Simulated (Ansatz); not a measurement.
Molecular dynamics on a 2×2×2 supercell (16 atoms) of TlCl (Pm-3m), relaxed with r2SCAN+rVV10. Forces come from PBEsol in Ansatz 0.2.0: a Langevin thermostat at fixed volume, 1700 K, steps of 1 fs. Classical nuclei, no spin polarisation; a few dozen steps show the first response, not equilibrium.

```yaml
crystal:
  lattice:
    - [7.5872693925, 0.0, 0.0]
    - [0.0, 7.5872693925, 0.0]
    - [0.0, 0.0, 7.5872693925]
  atoms:
    - { symbol: Tl, position: [0.0, 0.0, 0.0] }
    - { symbol: Cl, position: [0.25, 0.25, 0.25] }
    - { symbol: Tl, position: [0.0, 0.0, 0.5] }
    - { symbol: Cl, position: [0.25, 0.25, 0.75] }
    - { symbol: Tl, position: [0.0, 0.5, 0.0] }
    - { symbol: Cl, position: [0.25, 0.75, 0.25] }
    - { symbol: Tl, position: [0.0, 0.5, 0.5] }
    - { symbol: Cl, position: [0.25, 0.75, 0.75] }
    - { symbol: Tl, position: [0.5, 0.0, 0.0] }
    - { symbol: Cl, position: [0.75, 0.25, 0.25] }
    - { symbol: Tl, position: [0.5, 0.0, 0.5] }
    - { symbol: Cl, position: [0.75, 0.25, 0.75] }
    - { symbol: Tl, position: [0.5, 0.5, 0.0] }
    - { symbol: Cl, position: [0.75, 0.75, 0.25] }
    - { symbol: Tl, position: [0.5, 0.5, 0.5] }
    - { symbol: Cl, position: [0.75, 0.75, 0.75] }
kpoints:
  mp_grid: { grid: [2, 2, 2] }
hamiltonian:
  xc: pbesol
scf:
  occupations: { method: fermi_dirac, width: 0.146 }
md:
  ensemble: nvt_langevin
  temperature: 1700
  timestep: 1.0
  n_steps: 30
  initial_velocities: maxwell_boltzmann
  seed: 7340
```

Run as `ansatz run input.yaml --threads 4 --pin off --max-ram 3686MiB --backend cpu --events-out ev --progress --plain --runs-dir out`.

Problem. What wall time did it need on 4 threads of Arm Neoverse V1 (shared host), and what peak of host memory did it reach?

Solution. About 2 min, with a peak of 1.4 GiB.

Problem. How do temperature and energy develop?

Solution. The temperature starts at 1594 K, is lowest at step 9 (1436 K, 9 fs) and ends at 1601 K. By the last step the atoms have moved 0.22 Å in the root mean square, the drift of the whole cell taken out, 0.41 Å at most.
```
step  t (fs)  T (K)  free energy F from step 0 (meV/atom)  kinetic energy (meV/atom)  largest force (eV/Å)
   0       0   1594                                   0.0                      206.0                  0.00
   1       1   1635                                   0.0                      211.3                  0.02
   2       2   1611                                   0.1                      208.2                  0.03
   3       3   1467                                   0.3                      189.7                  0.05
   4       4   1474                                   0.6                      190.6                  0.07
   5       5   1447                                   0.9                      187.1                  0.09
   6       6   1500                                   1.3                      193.8                  0.11
   7       7   1448                                   1.8                      187.1                  0.13
   8       8   1491                                   2.4                      192.7                  0.15
   9       9   1436                                   3.0                      185.6                  0.18
  10      10   1462                                   3.7                      188.9                  0.20
  11      11   1468                                   4.5                      189.7                  0.23
  12      12   1551                                   5.4                      200.4                  0.26
  13      13   1569                                   6.4                      202.8                  0.29
  14      14   1658                                   7.5                      214.3                  0.32
  15      15   1741                                   8.7                      225.1                  0.35
  16      16   1832                                  10.0                      236.9                  0.38
  17      17   1776                                  11.3                      229.6                  0.41
  18      18   1848                                  12.8                      238.9                  0.44
  19      19   1819                                  14.4                      235.1                  0.48
  20      20   1766                                  16.1                      228.2                  0.51
  21      21   1749                                  17.8                      226.1                  0.55
  22      22   1762                                  19.7                      227.7                  0.59
  23      23   1761                                  21.7                      227.6                  0.63
  24      24   1753                                  23.8                      226.6                  0.67
  25      25   1783                                  26.1                      230.4                  0.72
  26      26   1731                                  28.4                      223.8                  0.77
  27      27   1745                                  30.8                      225.5                  0.81
  28      28   1675                                  33.2                      216.5                  0.86
  29      29   1642                                  35.7                      212.2                  0.91
  30      30   1601                                  38.2                      207.0                  0.95
```

Positions (Å) and forces (eV/Å) at step 30:
```
Tl   0.081   0.081   0.108    -0.367  -0.374  -0.447
Cl   1.667   1.745   1.661     0.589   0.403   0.631
Tl   0.053  -0.001   3.790    -0.211  -0.011   0.235
Cl   2.050   1.892   5.669     0.000  -0.179  -0.200
Tl  -0.013   3.753  -0.013    -0.050   0.142  -0.272
Cl   2.003   5.907   2.236    -0.136  -0.442  -0.713
Tl  -0.041   3.715   3.615     0.184   0.127   0.297
Cl   1.884   5.622   5.673     0.118   0.156   0.240
Tl   3.809   0.018   0.088     0.136  -0.037  -0.110
Cl   5.829   2.038   1.980    -0.392  -0.370  -0.300
Tl   3.776  -0.218   3.824     0.394   0.376   0.359
Cl   5.868   1.947   5.558    -0.146   0.062   0.319
Tl   3.719   3.730  -0.122     0.050   0.029   0.110
Cl   5.845   5.550   1.836    -0.166   0.282   0.296
Tl   3.828   3.844   3.807     0.035  -0.192   0.024
Cl   5.565   5.608   6.029    -0.038   0.028  -0.469
```
